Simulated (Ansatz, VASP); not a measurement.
Two plane-wave programs on Si

```
Si
1.0
     0.00000    2.71535    2.71535
     2.71535    0.00000    2.71535
     2.71535    2.71535    0.00000
Si
2
Direct
  0.50000 0.50000 0.50000
  0.75000 0.75000 0.75000
```

Alike in both runs: task relaxation of cell and atoms; functional revPBE; k mesh 6 × 6 × 6; occupations fermi-dirac, width 0.05 eV; no spin polarisation.

|  | VASP | Ansatz |
| --- | --- | --- |
| version | VASP 6.6.1 | Ansatz 0.2.0 |
| potentials or method | VASP PAW PBE potentials, release 64 (Si) | plane waves (420 eV) with PAW, scalar-relativistic |
| plane-wave cutoff (eV) | 600 | 420 |
| valence electrons in the cell | 8 | 8 |

VASP gave:

- relaxed volume (Å³/atom): 20.70
- relaxed cell length with the largest relative difference (Å): 3.883
- energy change over the relaxation (meV/atom): -6

Task: Estimate Ansatz's values.

Result: Relaxed volume (Å³/atom): 20.74; relaxed cell length with the largest relative difference (Å): 3.886; energy change over the relaxation (meV/atom): -7.

Caveats: the PAW data sets were made with another functional, which shifts forces and pressure a little (VASP). revPBE gives volumes clearly too large for solids. A k mesh can miss the band edges.
